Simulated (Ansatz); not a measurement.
Cubic perovskite BaSnO₃ was calculated with PBE (PAW; Ansatz, a first-principles code).

Numerical settings: plane-wave cutoff 520 eV, 6×6×6 k mesh, perturbation theory, scalar-relativistic PAW data made under PBE.

Computed at the level's own relaxed cell.

```yaml
crystal:
  lattice:
    - [4.17591, 0.00000, 0.00000]
    - [0.00000, 4.17591, 0.00000]
    - [0.00000, 0.00000, 4.17591]
  atoms:
    - { symbol: Ba, position: [0.00000, 0.00000, 0.00000] }
    - { symbol: Sn, position: [0.50000, 0.50000, 0.50000] }
    - { symbol: O, position: [0.50000, 0.00000, 0.50000] }
    - { symbol: O, position: [0.00000, 0.50000, 0.50000] }
    - { symbol: O, position: [0.50000, 0.50000, 0.00000] }
```

Harmonic phonon frequencies (cm⁻¹; i marks an imaginary mode; at Γ without the LO shift):

| q point | frequencies |
|---|---|
| Γ | 0 0 0 114 114 114 194 194 194 214 214 214 568 568 568 |
| X | 84 84 119 119 132 205 219 219 223 223 229 377 573 573 645 |
| M | 42 82 91 91 149 198 198 238 238 290 290 362 422 579 685 |
| R | 70i 70i 70i 104 104 104 255 255 255 311 311 311 418 418 705 |

Imaginary modes appear, so the structure is dynamically unstable at this level.

Note: the run warned that the k mesh is coarse for the response to a field; the run finds an imaginary mode (70i cm⁻¹), so the cell is a saddle point at this level.
